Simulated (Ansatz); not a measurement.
An Ansatz input:

```yaml
crystal:
  lattice:
    - [0.0, 2.4339108928, 2.4339108928]
    - [2.4339108928, 0.0, 2.4339108928]
    - [2.4339108928, 2.4339108928, 0.0]
  atoms:
    - { symbol: Te, position: [0.0, 0.0, 0.0] }
hamiltonian:
  xc: revpbe
  pseudopotentials:
    kind: paw
    azcp:
      Te: "pseudopotentials/Te.paw.azcp"
basis:
  ecutwfc: 420
  fft_grid_basis: typed
kpoints:
  mp_grid: { grid: [18, 18, 18], shift: [0, 0, 0] }
magnetization:
  spin_polarized: false
scf:
  occupations: { method: fermi_dirac, width: 0.1 }
```

and its output:

```
Engine: ansatz 0.2.0, x86_64-unknown-linux-gnu
Pseudopotentials: kind: paw
Pseudopotential: Te, paw, valence charge 16, recommended cutoff 420 eV (normal) 
Functional definition: revPBE
  parameter kappa = 1.245
  parameter beta = 0.06672455060314922
  exchange = pbe_x(kappa = kappa, mu = beta*pi^2/3)
  correlation = pbe_c(beta = beta)
Crystal: 1 atoms, lattice volume = 28.837 Å³
Basis set: ecut = 420 eV, 537 PW (Γ)
Bands: 12, of which v1, the nominal top of the filled ones, is band 8 counted from 1 (7 counted from 0)
Symmetry: 48 space group operations
Space group: Fm-3m (ITA 225), of the structure as read, at distance tolerance 3.1e-5 Å
k-points: 195 of 5832
Non-local potential: Te, projectors of the file, l = 0: 2, l = 1: 2, l = 2: 2, l = 3: 2
PAW form: soft (Blöchl's): semilocal exchange-correlation on the pseudo side does not see the compensation charge
PAW frozen core: Te, regenerated for the run's functional, and the local potential with it (the file was generated under x = pbe(κ = 0.804, μ = 0.2195149727645171), c = pbe(β = 0.06672455060314922))
PAW one-centre angular grid: Te, 590 points (default); XC on 64 Gauss nodes
Initial density: superposition of atomic densities (neutral atoms: chi_scale 0, normalization atom), corrected by the library's trained network
Initial wavefunctions: pseudopotential atomic-orbital guess
Functional: x = revpbe(κ = 1.245, μ = 0.2195149727645171), c = pbe(β = 0.06672455060314922)
SCF iter   1: F=—  HF=-6985.823446 eV  |F-HF|=—  |Δ(HF+E_count)|=         —  Δρ=1.32e-3  dr2=2.16e-4  ethr=1.77e-3  ⟨swp⟩=5.2  Hψ=14146  notcnv=0
SCF iter   2: F=—  HF=-6985.823156 eV  |F-HF|=—  |Δ(HF+E_count)|=   2.89e-4  Δρ=9.49e-4  dr2=2.16e-4  ethr=1.35e-6  ⟨swp⟩=2.0  Hψ=5359  notcnv=0
SCF iter   3: F=—  HF=-6985.823170 eV  |F-HF|=—  |Δ(HF+E_count)|=   1.34e-5  Δρ=2.88e-4  dr2=1.04e-5  ethr=1.35e-6  ⟨swp⟩=2.0  Hψ=2893  notcnv=0
SCF iter   4: F=—  HF=-6985.823180 eV  |F-HF|=—  |Δ(HF+E_count)|=   9.89e-6  Δρ=6.17e-5  dr2=1.64e-6  ethr=6.49e-8  ⟨swp⟩=2.0  Hψ=2914  notcnv=0
iter 5 did not close the SCF: its close was put off for the readings that it lacked (scf_convergence_deferred on its scf_iter line)
SCF iter   5: F=-6985.823179 eV  HF=-6985.823179 eV  |F-HF|=2.81e-8  |Δ(HF+E_count)|=   7.74e-7  Δρ=9.17e-6  dr2=3.46e-8  ethr=1.03e-8  ⟨swp⟩=3.0  Hψ=3936  notcnv=0
SCF iter   6: F=-6985.823179 eV  HF=-6985.823179 eV  |F-HF|=1.87e-9  |Δ(HF+E_count)|=   1.48e-8  Δρ=2.30e-6  dr2=2.26e-9  ethr=2.16e-10  ⟨swp⟩=1.0  Hψ=7113  notcnv=0
SCF 1 converged in 6 iterations: F = -6985.823179 eV  dr2 = 2.26e-9
SCF converged after 6 iterations
Free energy (F): -6985.823179 eV
Harris-Foulkes:  -6985.823179 eV  (|F-HF|=1.87e-9)
Internal energy: -6985.790589 eV  (E = F + TS)
E sigma→0 (E₀):  -6985.806884 eV
Entropy (-TS):   -0.032590 eV (-32.590 meV/atom)
Fermi energy:    10.996056 eV
--- Per-component energies (eV) ---
  E_band       = -229.005097
  E_kinetic    = 179.489900
  E_local      = -1036.621748  (includes V_loc(G=0)·N_el)
  E_nonlocal   = -311.388035
  E_hartree    = 710.846966
  E_xc         = -123.984305
  E_vxc        = -103.513967  (∫ρ·V_xc dr)
  E_paw        = -4668.090799  (= ΣΔE_a)
  E_vpaw       = -378.662943  (= ΣTr[D̂ρ^β])
  E_aug_tail   = -0.000141  (compensation charges beyond the density's cutoff)
  E_ewald      = -1736.014606
  E_core_change = -0.027821  (= ΣΔE_core)
  E_smearing   = -0.032590  (= −TS)
  E_closure    = 0.000000  (closes the sum)
  Σ components = -6985.823179   (vs F -6985.823179, Δ=0.00e0)
```

Command:

```sh
ansatz run input.yaml --threads 2 --pin off --max-ram 5120MiB --backend cpu --events-out ev --progress --plain --runs-dir out
```

On 2 threads of Intel(R) Xeon(R) 6975P-C (Granite Rapids) (shared host) this took about 0.82 s of wall time and 1.4 s of CPU time.
